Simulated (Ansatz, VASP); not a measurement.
**Ta in VASP and in Ansatz**

```xyz
8
Lattice="5.2602 0.0000 0.0000 0.0000 5.2602 0.0000 0.0000 0.0000 5.2602" Properties=species:S:1:pos:R:3 pbc="T T T"
Ta    2.6301    2.6301    2.6301
Ta    0.0000    0.0000    0.0000
Ta    1.3151    0.0000    2.6301
Ta    2.6301    1.3151    0.0000
Ta    2.6301    3.9452    0.0000
Ta    3.9452    0.0000    2.6301
Ta    0.0000    2.6301    3.9452
Ta    0.0000    2.6301    1.3151
```

Alike in both runs: functional PBEsol; k mesh 4 × 4 × 4; occupations gaussian, width 0.1 eV; no spin polarisation.

Ansatz relaxed the structure, and its values are those at the end. VASP's run is a single point on that final structure, the one shown.

```csv
,VASP,Ansatz
version,VASP 6.6.1,Ansatz 0.2.0
potentials or method,"VASP PAW PBE potentials, release 64 (Ta_pv)","scalar-relativistic, plane waves, PAW"
plane-wave cutoff (eV),520,420
valence electrons in the cell,88,104
```

|  | VASP | Ansatz | Ansatz less VASP |
| --- | --- | --- | --- |
| gap on the k mesh at the Fermi level (eV) | none | none | - |
| pressure (GPa) | 0.2 | 0.0 | -0.16 |

A gap of «none» marks a metal or a gap that the smearing closes. The two sets of potentials don't hold the same shells in valence.

Caveats: the PAW data sets were made with another functional, which shifts forces and pressure a little (VASP). Spin-orbit coupling is left out, which matters for the levels of Ta.
